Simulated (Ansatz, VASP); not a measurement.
GaAs in VASP and in Ansatz

```
CELL_PARAMETERS angstrom
0.00000 2.83759 2.83759
2.83759 0.00000 2.83759
2.83759 2.83759 0.00000
ATOMIC_POSITIONS crystal
Ga 0.00000 0.00000 0.00000
As 0.25000 0.25000 0.25000
```

Alike in both runs: functional PBE; dispersion D3(BJ); k mesh 12 × 12 × 12; occupations gaussian, width 0.02 eV; no spin polarisation.

Ansatz relaxed the structure, and its values are those at the end. VASP's run is a single point on that final structure, the one shown.

|  | VASP | Ansatz |
| --- | --- | --- |
| version | VASP 6.6.1 | Ansatz 0.2.0 |
| potentials or method | VASP PAW PBE potentials, release 64 (Ga_d, As) | scalar-relativistic, plane waves, PAW |
| plane-wave cutoff (eV) | 520 | 420 |
| valence electrons in the cell | 18 | 28 |

|  | VASP | Ansatz | Ansatz less VASP |
| --- | --- | --- | --- |
| gap on the k mesh at the Fermi level (eV) | 0.44 | 0.43 | -0.004 |
| least direct gap on the mesh (eV) | 0.44 | 0.43 | -0.004 |
| pressure (GPa) | 0.2 | 0.0 | -0.18 |

The two sets of potentials don't hold the same shells in valence.
